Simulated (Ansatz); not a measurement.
CdS: deformation potentials from a series

```yaml
crystal:
  lattice:
    - [4.13480, 0.00000, 0.00000]
    - [-2.06740, 3.58084, 0.00000]
    - [0.00000, 0.00000, 6.74900]
  atoms:
    - { symbol: Cd, position: [0.33333, 0.66667, 0.00000] }
    - { symbol: Cd, position: [0.66667, 0.33333, 0.50000] }
    - { symbol: S, position: [0.33333, 0.66667, 0.38500] }
    - { symbol: S, position: [0.66667, 0.33333, 0.88500] }
```

Atoms are numbered in the order listed.

Conventional cell: a = 4.135 Å, b = 4.135 Å, c = 6.749 Å, α = 90.00°, β = 90.00°, γ = 120.00°. Cd (atom 1) is surrounded by 4 S at 2.51 to 2.60 Å. Around S (atom 3) lie 4 Cd at 2.51 to 2.60 Å.

The cell is COD entry 9008862, as deposited and not checked against the literature; nothing was relaxed. It differs from other determinations.

Method: Ansatz 0.2.0, DFT, PBE, all-electron LAPW, scalar-relativistic.

The runs use a Γ-centred 7×7×4 k mesh, Fermi–Dirac smearing of 0.01 eV, basis error target 1 meV/atom, no spin polarisation.

The cell is scaled evenly. Fractional coordinates are held (clamped ions).

Only quantities that a quadratic follows smoothly over the whole series are listed; rougher ones are left out.

```
ln(V/Vcell)  direct gap at Γ (eV)  smallest gap on mesh and path (eV)
    -0.0619                 1.362                               1.362
    -0.0408                 1.316                               1.316
    -0.0202                 1.271                               1.271
    -0.0101                 1.249                               1.249
     0.0000                 1.226                               1.226
     0.0100                 1.204                               1.204
     0.0392                 1.137                               1.137
     0.0583                 1.093                               1.093
```

(1) Fit the series and give the slopes at zero strain.

(2) One run, at ln(V/Vcell) = 0.0198, is withheld. Predict its row.

Answers

(1) Least-squares fits y = p0 + p1 x + p2 x² to the rows give direct gap at Γ (eV): p1 = -2.24, p2 = -0.78; smallest gap on mesh and path (eV): p1 = -2.24, p2 = -0.78. So dEg/dln V = -2.2 eV for the direct gap at Γ, the fundamental gap of this crystal. Semilocal gaps are too small, but their slopes carry over better.

(2) The fits give 1.182, 1.182; the run gave 1.182, 1.182.
